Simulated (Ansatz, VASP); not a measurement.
**LiF: VASP beside Ansatz**

Contents of INCAR:

```
SYSTEM = LiF
PREC = Accurate
ENCUT = 520
EDIFF = 1E-8
ISMEAR = -1
SIGMA = 0.03
LREAL = .FALSE.
LASPH = .TRUE.
NELM = 60
ALGO = Normal
ISIF = 2
LWAVE = .FALSE.
LCHARG = .FALSE.
GGA = PE
LEFG = .TRUE.
NBANDS = 12
```

KPOINTS

```
regular mesh
0
G
  10 10 10
  0 0 0
```

File POSCAR:

```
LiF
1.0
    0.0402800000      2.0341400000      2.0341400000
    2.0341400000      0.0402800000      2.0341400000
    2.0341400000      2.0341400000      0.0402800000
Li F
1 1
Direct
    0.0000000000      0.0000000000      0.0000000000
    0.5000000000      0.5000000000      0.5000000000
```

Input for Ansatz:

```yaml
crystal:
  lattice:
    - [0.04028, 2.03414, 2.03414]
    - [2.03414, 0.04028, 2.03414]
    - [2.03414, 2.03414, 0.04028]
  atoms:
    - { symbol: Li, position: [0.0, 0.0, 0.0] }
    - { symbol: F, position: [0.5, 0.5, 0.5] }
kpoints:
  mp_grid: { grid: [10, 10, 10] }
scf:
  occupations: { method: fermi_dirac, width: 0.03 }
hamiltonian:
  xc: pbe
  pseudopotentials: { kind: all_electron, datasets: crystal }
output:
  forces: true
  stress: true
  eigenvalues: true
  efg: { contact_densities: true }
```

Change from the starting cell: equal xy, yz and zx shear strains of +2 %, crystal datasets.

Alike in both runs: task electric field gradients; functional PBE; k mesh 10 × 10 × 10; occupations fermi-dirac, width 0.03 eV; no spin polarisation.

|  | VASP | Ansatz |
| --- | --- | --- |
| version | VASP 6.6.1 | Ansatz 0.2.0 |
| potentials or method | VASP PAW PBE potentials, release 64 (Li_sv, F) | all-electron PAW with datasets made for the crystal, scalar-relativistic |
| plane-wave cutoff (eV) | 520 | see its input |

```csv
,VASP,Ansatz,Ansatz less VASP
gap on the k mesh at the Fermi level (eV),9.03,9.01,-0.023
Vzz of the field gradient on the site that differs most (V/Å²),5.4,5.4,-0.05
```

Ansatz ran all-electron here, so the differences hold the error of VASP's frozen core and of both bases.

 A k mesh can miss the band edges.
